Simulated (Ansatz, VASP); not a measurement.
## Si in VASP and in Ansatz

File INCAR:

```
ALGO     = Normal         # electronic algorithm
EDIFF    = 1E-6           # SCF threshold, eV
ENCUT    = 520            # plane-wave cutoff, eV
GGA      = PS             # functional
ISIF     = 2              # what is computed and relaxed
ISMEAR   = -1             # smearing method
LASPH    = T              # aspherical terms in the spheres
LCHARG   = F              # write CHGCAR
LREAL    = F              # projectors in reciprocal space
LWAVE    = F              # write WAVECAR
NBANDS   = 16             # bands
NELM     = 60             # most SCF steps
PREC     = Accurate       # precision mode
SIGMA    = 0.02           # smearing width, eV
```

The input KPOINTS:

```
k-points
0
Gamma
  7 7 5
```

Contents of POSCAR:

```
Si
1.0
    2.7169994271      2.7169994271      0.0000000000
   -2.7169994271      2.7169994271      0.0000000000
    0.0000000000      0.0000000000      5.4339988542
Si
4
Direct
    0.2500000000      0.5000000000      0.3750000000
    0.7500000000      0.0000000000      0.8750000000
    0.2500000000      0.0000000000      0.1250000000
    0.7500000000      0.5000000000      0.6250000000
```

Input for Ansatz:

```yaml
crystal:
  lattice:
    - [2.7169994271, 2.7169994271, 0.0]
    - [-2.7169994271, 2.7169994271, 0.0]
    - [0.0, 0.0, 5.4339988542]
  atoms:
    - { symbol: Si, position: [0.25, 0.5, 0.375] }
    - { symbol: Si, position: [0.75, 0.0, 0.875] }
    - { symbol: Si, position: [0.25, 0.0, 0.125] }
    - { symbol: Si, position: [0.75, 0.5, 0.625] }
kpoints:
  mp_grid: { grid: [7, 7, 5] }
scf:
  occupations: { method: fermi_dirac, width: 0.02 }
hamiltonian:
  xc: pbesol
  pseudopotentials: { kind: all_electron, lapw: { basis_error: 0.001 } }
output:
  forces: true
  stress: true
  eigenvalues: true
```

Alike in both runs: task single point; functional PBEsol; k mesh 7 × 7 × 5; occupations fermi-dirac, width 0.02 eV; no spin polarisation.

|  | VASP | Ansatz |
| --- | --- | --- |
| version | VASP 6.6.1 | Ansatz 0.2.0 |
| potentials or method | VASP PAW PBE potentials, release 64 (Si) | all-electron LAPW, scalar-relativistic |
| plane-wave cutoff (eV) | 520 | see its input |

```tsv
	VASP	Ansatz	Ansatz less VASP
pressure (GPa)	0.1	-0.1	-0.16
```

Ansatz ran all-electron here, so the differences hold the error of VASP's frozen core and of both bases.

Caveats: the PAW data sets were made with another functional, which shifts forces and pressure a little (VASP); an odd mesh through Γ misses points on the zone boundary, where band edges often lie; the real-space grid breaks the cell's symmetry a little (VASP).
